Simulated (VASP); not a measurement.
# KCl (Fm-3m) in VASP: settings compared

Aim: see how the results for KCl move with the level of theory and the settings. Levels: PBEsol, RPBE. Tasks: single point, relaxation of cell and atoms.

Everything below comes from runs of VASP 6.6.1. Logs are shortened: lines on timing, memory, paths and dates and some standing lists are left out, and cuts for length are marked.

**Experimental background.**

From a printed reference work, monograph, for a bulk crystal of KCl: band gap 8.68 eV.

The results are compared with them further down.

## (1) The crystal as given

It takes space group Fm-3m (No. 225, cubic). The conventional cell has a = 6.268 Å, b = 6.268 Å, c = 6.268 Å, α = 90.00°, β = 90.00°, γ = 90.00°. Around K (site symmetry m-3m) lie 6 Cl at 3.13 Å. Cl (site symmetry m-3m) has 6 K at 3.13 Å as nearest neighbours.

## (2) Single point, PBEsol

File INCAR:

```
PREC = Accurate
ENCUT = 520
EDIFF = 1E-7
ISMEAR = 0
SIGMA = 0.02
LREAL = False
LASPH = True
NELM = 60
ALGO = Normal
ISIF = 2
LWAVE = False
LCHARG = True
GGA = PS
LELF = True
LVHAR = True
```

File KPOINTS:

```
regular mesh
0
Gamma
  6 6 6
```

File POSCAR:

```
KCl
1.0
    0.0000000000      3.1341000000      3.1341000000
    3.1341000000      0.0000000000      3.1341000000
    3.1341000000      3.1341000000      0.0000000000
K Cl
1 1
Direct
    0.0000000000      0.0000000000      0.0000000000
    0.5000000000      0.5000000000      0.5000000000
```

Potentials or basis: VASP PAW PBE potentials, release 64 (K_sv, Cl).

The run is started by

```bash
> cat potpaw_PBE.64/K_sv/POTCAR potpaw_PBE.64/Cl/POTCAR > POTCAR
> mpirun -np 1 vasp_std > vasp.out
```

OUTCAR:

```text
PREC = Accurate
   ENCUT = 520
   EDIFF = 1E-7
   ISMEAR = 0
   LREAL = False
   LASPH = True
   NELM = 60
   ISIF = 2
   GGA = PS

 ion  position               nearest neighbor table
   1  0.000  0.000  0.000-   2 3.13   2 3.13   2 3.13   2 3.13   2 3.13   2 3.13
   2  0.500  0.500  0.500-   1 3.13   1 3.13   1 3.13   1 3.13   1 3.13   1 3.13

  LATTYP: Found a face centered cubic cell.
 ALAT       =     6.2682000000

  Lattice vectors:

 A1 = (   0.0000000000,   3.1341000000,   3.1341000000)
 A2 = (   3.1341000000,   0.0000000000,   3.1341000000)
 A3 = (   3.1341000000,   3.1341000000,   0.0000000000)

Analysis of symmetry for initial positions (statically):
=====================================================================
 Subroutine PRICEL returns:
 Original cell was already a primitive cell.

 Routine SETGRP: Setting up the symmetry group for a
 face centered cubic supercell.

 Subroutine GETGRP returns: Found 48 space group operations
 (whereof 48 operations were pure point group operations)
 out of a pool of 48 trial point group operations.

The static configuration has the point symmetry O_h .

Analysis of symmetry for dynamics (positions and initial velocities):
=====================================================================
 Subroutine PRICEL returns:
 Original cell was already a primitive cell.

 Routine SETGRP: Setting up the symmetry group for a
 face centered cubic supercell.

 Subroutine GETGRP returns: Found 48 space group operations
 (whereof 48 operations were pure point group operations)
 out of a pool of 48 trial point group operations.

The dynamic configuration has the point symmetry O_h .

 Subroutine INISYM returns: Found 48 space group operations
 (whereof 48 operations are pure point group operations),
 and found     1 'primitive' translations

----------------------------------------------------------------------------------------

                                     Primitive cell

  volume of cell :      61.5699

  direct lattice vectors                    reciprocal lattice vectors
     0.000000000  3.134100000  3.134100000    -0.159535433  0.159535433  0.159535433
     3.134100000  0.000000000  3.134100000     0.159535433 -0.159535433  0.159535433
     3.134100000  3.134100000  0.000000000     0.159535433  0.159535433 -0.159535433

  length of vectors
     4.432286726  4.432286726  4.432286726     0.276323475  0.276323475  0.276323475

  position of ions in fractional coordinates (direct lattice)
     0.000000000  0.000000000  0.000000000
     0.500000000  0.500000000  0.500000000

  ion indices of the primitive-cell ions
   primitive index   ion index
                 1           1
                 2           2

----------------------------------------------------------------------------------------

 KPOINTS: regular mesh

Automatic generation of k-mesh.
 Grid dimensions read from file:
 generate k-points for:    6    6    6

 Generating k-lattice:

  Cartesian coordinates                     Fractional coordinates (reciprocal lattice)
    -0.026589239  0.026589239  0.026589239     0.166666667  0.000000000  0.000000000
     0.026589239 -0.026589239  0.026589239     0.000000000  0.166666667  0.000000000
     0.026589239  0.026589239 -0.026589239     0.000000000  0.000000000  0.166666667

  Length of vectors
     0.046053913  0.046053913  0.046053913

  Shift w.r.t. Gamma in fractional coordinates (k-lattice)
     0.000000000  0.000000000  0.000000000

 Subroutine IBZKPT returns following result:
 ===========================================

 Found     16 irreducible k-points:

 Following reciprocal coordinates:
            Coordinates               Weight
  0.000000  0.000000  0.000000      1.000000
  0.166667  0.000000  0.000000      8.000000
  0.333333  0.000000  0.000000      8.000000
  0.500000  0.000000  0.000000      4.000000
  0.166667  0.166667  0.000000      6.000000
  0.333333  0.166667  0.000000     24.000000
[... 8 lines left out ...]
 -0.333333  0.333333  0.166667     24.000000
 -0.333333  0.500000  0.166667     12.000000
   k-points           NKPTS =     16   k-points in BZ     NKDIM =     16   number of bands    NBANDS=     12
   number of dos      NEDOS =    301   number of ions     NIONS =      2
   total plane-waves  NPLWV =  46656
   dimension x,y,z NGX =    36 NGY =   36 NGZ =   36
   dimension x,y,z NGXF=    72 NGYF=   72 NGZF=   72
   ions per type =               1   1
   NGX,Y,Z   is equivalent  to a cutoff of  13.50, 13.50, 13.50 a.u.
   NGXF,Y,Z  is equivalent  to a cutoff of  27.01, 27.01, 27.01 a.u.
 SYSTEM =  unknown system
   PREC   = accura    normal or accurate (medium, high low for compatibility)
   ISTART =      0    job   : 0-new  1-cont  2-samecut
   ICHARG =      2    charge: 1-file 2-atom 10-const
   ISPIN  =      1    spin polarized calculation?
   LNONCOLLINEAR =      F non collinear calculations
   LSORBIT =      F    spin-orbit coupling
   LASPH  =      T    aspherical Exc in radial PAW
   ENCUT  =  520.0 eV  38.22 Ry    6.18 a.u.   8.24  8.24  8.24*2*pi/ulx,y,z
   NELM   =     60;   NELMIN=  2; NELMDL= -5     # of ELM steps
   EDIFF  = 0.1E-06   stopping-criterion for ELM
   LREAL  =      F    real-space projection
   EDIFFG = 0.1E-05   stopping-criterion for IOM
   NSW    =      0    number of steps for IOM
   IBRION =     -1    ionic relax: 0-MD 1-quasi-New 2-CG
   NFREE  =      0    steps in history (QN), initial steepest desc. (CG)
   ISIF   =      2    stress and relaxation
   ISYM   =      2    0-nonsym 1-usesym 2-fastsym
   POTIM  = 0.5000    time-step for ionic-motion
   TEBEG  =    0.0;   TEEND  =   0.0 temperature during run
   PSTRESS=    0.0 pullay stress
   NELECT =      16.0000    total number of electrons
   NUPDOWN=      -1.0000    fix difference up-down
   EMIN   =  10.00;   EMAX   =-10.00  energy-range for DOS
   EFERMI =   0.00;   METHOD = LEGACY
   ISMEAR =     0;   SIGMA  =   0.02  broadening in eV -4-tet -1-fermi 0-gaus
   EFERMI_NEDOS =   21; number of points for ismear=-14 and -15
   IALGO  =     38    algorithm
   IMIX   =      4    mixing-type and parameters
     AMIX     =   0.40;   BMIX     =  1.00
     AMIX_MAG =   1.60;   BMIX_MAG =  1.00
  volume/ion in A,a.u.               =      30.78       207.75
  Fermi-wavevector in a.u.,A,eV,Ry     =   1.044701  1.974198 14.849399  1.091400
  Thomas-Fermi vector in A             =   2.179465
   LORBIT       =      0    0 simple, 1 ext, 2 COOP (PROOUT), +10 PAW based schemes
   GGA     = PS    functional components
   LHFCALC =     F    Hartree Fock is set to
   AEXX    =    0.0000 exact exchange contribution
   IVDW    =     0    specifies the selected vdW correction
   LEPSILON=     F    determine dielectric tensor
   LRPA    =     F    only Hartree local field effects (RPA)
 non-spin polarized calculation
 Gauss-broadening in eV      SIGMA  =   0.02
  energy-cutoff  :      520.00
  volume of cell :       61.57
 maximum number of plane-waves:      1676
 NGX is ok and might be reduce to    36
   NGX = 17   NGY = 17   NGZ = 17

 number of electron      16.0000002 magnetization

 Free energy of the ion-electron system (eV)
  ---------------------------------------------------
  ext. energy  EPLUGINS =         0.00000000
  ---------------------------------------------------
  free energy    TOTEN  =        -7.02309222 eV

  energy without entropy =       -7.02309222  energy(sigma->0) =       -7.02309222

 E-fermi :  -1.7736     XC(G=0):  -7.7714

 val. band max:       -1.8591218324   @ k =   0.0000   0.0000   0.0000
 cond. band min:       3.2010407184   @ k =   0.0000   0.0000   0.0000
 fundamental gap:      5.0601625508
 Fermi energy:        -1.7736104627

 k-point     1 :       0.0000    0.0000    0.0000
  band No.  band energies     occupation
      1     -28.8748      2.00000
      2     -13.9641      2.00000
      3     -12.4016      2.00000
      4     -12.4016      2.00000
      5     -12.4016      2.00000
      6      -1.8591      2.00000
      7      -1.8591      2.00000
      8      -1.8591      2.00000
      9       3.2010      0.00000
     10       6.4401      0.00000
     11       6.4401      0.00000
     12       6.4401      0.00000

 k-point     2 :       0.1667    0.0000    0.0000
  band No.  band energies     occupation
      1     -28.8719      2.00000
      2     -14.0156      2.00000
      3     -12.4041      2.00000
      4     -12.4041      2.00000
      5     -12.3360      2.00000
      6      -2.1916      2.00000
      7      -1.9500      2.00000
      8      -1.9500      2.00000
      9       3.8511      0.00000
     10       6.2527      0.00000
     11       6.7918      0.00000
     12       6.7918      0.00000

 k-point     3 :       0.3333    0.0000    0.0000
  band No.  band energies     occupation
      1     -28.8660      2.00000
      2     -14.1086      2.00000
      3     -12.4090      2.00000
      4     -12.4090      2.00000
      5     -12.2142      2.00000
      6      -2.7335      2.00000
      7      -2.1214      2.00000
      8      -2.1214      2.00000
      9       5.0810      0.00000
     10       6.3194      0.00000
     11       7.7484      0.00000
     12       7.7484      0.00000

 k-point     4 :       0.5000    0.0000    0.0000
  band No.  band energies     occupation
      1     -28.8630      2.00000
      2     -14.1511      2.00000
      3     -12.4115      2.00000
      4     -12.4115      2.00000
      5     -12.1569      2.00000
      6      -2.9660      2.00000
      7      -2.2026      2.00000
      8      -2.2026      2.00000
      9       5.5994      0.00000
     10       6.6733      0.00000
     11       8.6583      0.00000
     12       8.6583      0.00000

 k-point     5 :       0.1667    0.1667    0.0000
  band No.  band energies     occupation
      1     -28.8709      2.00000
      2     -14.0100      2.00000
      3     -12.4166      2.00000
      4     -12.4166      2.00000
      5     -12.3269      2.00000
      6      -2.2935      2.00000
      7      -1.9320      2.00000
      8      -1.9320      2.00000
      9       3.9880      0.00000
     10       5.7573      0.00000
     11       7.1573      0.00000
     12       7.1573      0.00000
[... 108 lines left out ...]
      1     -28.8596      2.00000
      2     -13.8582      2.00000
      3     -12.5568      2.00000
      4     -12.4623      2.00000
      5     -12.4623      2.00000
      6      -2.5426      2.00000
      7      -2.0903      2.00000
      8      -2.0903      2.00000
      9       4.5301      0.00000
     10       6.4211      0.00000
     11       8.1128      0.00000
     12       8.3497      0.00000

 k-point    14 :       0.5000    0.3333    0.1667
  band No.  band energies     occupation
      1     -28.8623      2.00000
      2     -14.0241      2.00000
      3     -12.4684      2.00000
      4     -12.4398      2.00000
      5     -12.2933      2.00000
      6      -2.6503      2.00000
      7      -2.1906      2.00000
      8      -2.1736      2.00000
      9       5.5408      0.00000
     10       5.8771      0.00000
     11       8.0045      0.00000
     12       8.6915      0.00000

 k-point    15 :      -0.3333    0.3333    0.1667
  band No.  band energies     occupation
      1     -28.8604      2.00000
      2     -14.0104      2.00000
      3     -12.4853      2.00000
      4     -12.4656      2.00000
      5     -12.2862      2.00000
      6      -2.6057      2.00000
      7      -2.3170      2.00000
      8      -2.2309      2.00000
      9       5.9811      0.00000
     10       6.2338      0.00000
     11       7.8492      0.00000
     12       8.1194      0.00000

 k-point    16 :      -0.3333    0.5000    0.1667
  band No.  band energies     occupation
      1     -28.8595      2.00000
      2     -13.9331      2.00000
      3     -12.5330      2.00000
      4     -12.4858      2.00000
      5     -12.3474      2.00000
      6      -2.4545      2.00000
      7      -2.3029      2.00000
      8      -2.2324      2.00000
      9       5.2716      0.00000
     10       6.9730      0.00000
     11       7.1665      0.00000
     12       8.2841      0.00000

------------------------ aborting loop because EDIFF is reached ----------------------------------------

  FORCE on cell =-STRESS in cart. coord.  units (eV):
  Direction    XX          YY          ZZ          XY          YZ          ZX
  --------------------------------------------------------------------------------------
  -------------------------------------------------------------------------------------
  Total       -0.0631879     -0.0631879     -0.0631879      0.0000000     -0.0000000      0.0000000
  in kB       -1.6442817     -1.6442817     -1.6442817      0.0000000     -0.0000000      0.0000000
  external PRESSURE =      -1.6442817 kB  Pullay stress =       0.0000000 kB

 VOLUME and BASIS-vectors are now :
 -----------------------------------------------------------------------------
  energy-cutoff  :      520.00
  volume of cell :       61.57
      direct lattice vectors                 reciprocal lattice vectors
     0.000000000  3.134100000  3.134100000    -0.159535433  0.159535433  0.159535433
     3.134100000  0.000000000  3.134100000     0.159535433 -0.159535433  0.159535433
     3.134100000  3.134100000  0.000000000     0.159535433  0.159535433 -0.159535433

 POSITION                                       TOTAL-FORCE (eV/Angst)
 -----------------------------------------------------------------------------------
      0.00000      0.00000      0.00000         0.000000      0.000000      0.000000
      3.13410      3.13410      3.13410        -0.000000     -0.000000     -0.000000
 -----------------------------------------------------------------------------------
    total drift:                                0.000000      0.000000      0.000000

  FREE ENERGIE OF THE ION-ELECTRON SYSTEM (eV)
  ---------------------------------------------------
  free  energy   TOTEN  =        -7.0230922189 eV

  energy  without entropy=       -7.0230922189  energy(sigma->0) =       -7.02309222
```

Wall time 14 s (1 thread of Intel Xeon Platinum 8488C (Sapphire Rapids), shared host); peak memory 0.2 GiB.

What came out:

- Free energy: -7.0231 eV
- Pressure: -0.2 GPa
- Band gap on the k mesh: 5.06 eV, direct

Levels at points of the mesh, in eV from the valence-band top:
| k point | band 6 | band 7 | band 8 | band 9 | band 10 | band 11 |
| --- | --- | --- | --- | --- | --- | --- |
| (0.00, 0.00, 0.00) | 0.00 | 0.00 | 0.00 | 5.06 | 8.30 | 8.30 |
| (0.50, 0.00, 0.00) | -1.11 | -0.34 | -0.34 | 7.46 | 8.53 | 10.52 |
| (0.50, 0.50, 0.00) | -0.68 | -0.23 | -0.23 | 6.39 | 8.28 | 9.97 |

Caveat: the PAW data sets were made with another functional, which shifts forces and pressure a little.

## (3) Relaxation of cell and atoms, PBEsol

File INCAR:

```
PREC = Accurate
ENCUT = 580
EDIFF = 1E-7
ISMEAR = 0
SIGMA = 0.02
LREAL = False
LASPH = True
NELM = 60
ALGO = Normal
ISIF = 3
LWAVE = False
LCHARG = False
GGA = PS
IBRION = 2
NSW = 90
EDIFFG = -0.005
```

File KPOINTS:

```
Automatic mesh
0
Gamma
  6 6 6
```

POSCAR is that of step 2.

Potentials or basis: VASP PAW PBE potentials, release 64 (K_pv, Cl).

The run is started by

```bash
> cat potpaw_PBE.64/K_pv/POTCAR potpaw_PBE.64/Cl/POTCAR > POTCAR
> mpirun -np 1 vasp_std > vasp.out
```

OUTCAR:

```text
PREC = Accurate
   ENCUT = 580
   EDIFF = 1E-7
   ISMEAR = 0
   LREAL = False
   LASPH = True
   NELM = 60
   ISIF = 3
   GGA = PS
   IBRION = 2
   NSW = 90
   EDIFFG = -0.005

 ion  position               nearest neighbor table
   1  0.000  0.000  0.000-   2 3.13   2 3.13   2 3.13   2 3.13   2 3.13   2 3.13
   2  0.500  0.500  0.500-   1 3.13   1 3.13   1 3.13   1 3.13   1 3.13   1 3.13

  LATTYP: Found a face centered cubic cell.
 ALAT       =     6.2682000000

  Lattice vectors:

 A1 = (   0.0000000000,   3.1341000000,   3.1341000000)
 A2 = (   3.1341000000,   0.0000000000,   3.1341000000)
 A3 = (   3.1341000000,   3.1341000000,   0.0000000000)

Analysis of symmetry for initial positions (statically):
[... 173 lines left out ...]
  -------------------------------------------------------------------------------------
  Total        0.0929864      0.0929864      0.0929864     -0.0000000      0.0000000     -0.0000000
  in kB        2.4196987      2.4196987      2.4196987     -0.0000000      0.0000000     -0.0000000
  external PRESSURE =       2.4196987 kB  Pullay stress =       0.0000000 kB
[... 59 lines left out ...]
--------------------------------------- Ionic step        3  -------------------------------------------

 number of electron      14.0000001 magnetization

 Free energy of the ion-electron system (eV)
  ---------------------------------------------------
  ext. energy  EPLUGINS =         0.00000000
  ---------------------------------------------------
  free energy    TOTEN  =        -6.96913387 eV

  energy without entropy =       -6.96913387  energy(sigma->0) =       -6.96913387

 E-fermi :  -3.0655     XC(G=0):  -7.6854

 val. band max:       -3.1683721367   @ k =   0.0000   0.0000   0.0000
 cond. band min:       1.8477113177   @ k =   0.0000   0.0000   0.0000
 fundamental gap:      5.0160834544
 Fermi energy:        -3.0655117880

 k-point     1 :       0.0000    0.0000    0.0000
  band No.  band energies     occupation
      1     -15.2754      2.00000
      2     -13.7137      2.00000
      3     -13.7137      2.00000
      4     -13.7137      2.00000
      5      -3.1684      2.00000
      6      -3.1684      2.00000
      7      -3.1684      2.00000
      8       1.8477      0.00000
      9       5.1313      0.00000
     10       5.1313      0.00000
     11       5.1313      0.00000
[... 237 lines left out ...]
  FREE ENERGIE OF THE ION-ELECTRON SYSTEM (eV)
  ---------------------------------------------------
  free  energy   TOTEN  =        -6.9691338711 eV

  energy  without entropy=       -6.9691338711  energy(sigma->0) =       -6.96913387

 reached required accuracy - stopping structural energy minimisation
```

OSZICAR:

```text
N       E                     dE             d eps       ncg     rms          rms(c)
DAV:   1     0.851520351205E+02    0.85152E+02   -0.65549E+03   352   0.119E+03
DAV:   2    -0.954080367356E+00   -0.86106E+02   -0.81319E+02   461   0.221E+02
DAV:   3    -0.713519900566E+01   -0.61811E+01   -0.61676E+01   436   0.547E+01
[... 25 lines left out ...]
DAV:   3    -0.696915807113E+01    0.17684E-03   -0.47804E-04   352   0.159E-01    0.414E-02
DAV:   4    -0.696913613209E+01    0.21939E-04   -0.27865E-05   391   0.606E-02    0.134E-02
DAV:   5    -0.696913428268E+01    0.18494E-05   -0.33209E-06   397   0.159E-02    0.454E-03
DAV:   6    -0.696913393028E+01    0.35240E-06   -0.33178E-07   370   0.585E-03    0.877E-04
DAV:   7    -0.696913387115E+01    0.59132E-07   -0.28613E-08   212   0.152E-03
   3 F= -.69691339E+01 E0= -.69691339E+01  d E =-.495623E-03
```

CONTCAR:

```text
KCl
   1.00000000000000
    -0.0000000000000000    3.1454777905896631    3.1454777905896631
     3.1454777905896631   -0.0000000000000000    3.1454777905896631
     3.1454777905896631    3.1454777905896631   -0.0000000000000000
  K               Cl
     1     1
Direct
     0.0000000000000000    0.0000000000000000    0.0000000000000000
     0.5000000000000000    0.5000000000000000    0.5000000000000000

  0.00000000E+00  0.00000000E+00  0.00000000E+00
  0.00000000E+00  0.00000000E+00  0.00000000E+00
```

Run time: 28 s. Hardware: 1 thread of Intel Xeon Platinum 8488C (Sapphire Rapids), shared host; peak memory 0.21 GiB.

Results:

* Free energy: -6.9691 eV
* Relaxed volume: 31.12 Å³/atom
* Relaxed cell: a = 4.448 Å, b = 4.448 Å, c = 4.448 Å, α = 60.00°, β = 60.00°, γ = 60.00°
* Space group after relaxing (to 0.05 Å): Fm-3m (No. 225)
* Energy gained by relaxing: 0.2 meV/atom
* Ionic steps: 3
* Pressure after relaxing: 0.0 GPa
* Band gap on the k mesh: 5.02 eV, direct

Step by step:
```tsv
step	energy change (eV)	largest force (eV/Å)	pressure (GPa)	volume (Å³)
1	0.0000	0.0000	0.24	61.57
2	-0.0004	0.0000	0.09	61.99
3	-0.0005	0.0000	0.01	62.24
```

Final structure:
```yaml
crystal:
  lattice:
    - [0.00000, 3.14548, 3.14548]
    - [3.14548, 0.00000, 3.14548]
    - [3.14548, 3.14548, 0.00000]
  atoms:
    - { symbol: K, position: [0.00000, 0.00000, 0.00000] }
    - { symbol: Cl, position: [0.50000, 0.50000, 0.50000] }
```

Caveat: the PAW data sets were made with another functional, which shifts forces and pressure a little. Zero-point motion and thermal expansion aren't in these numbers.

[end of part 1 of 2]
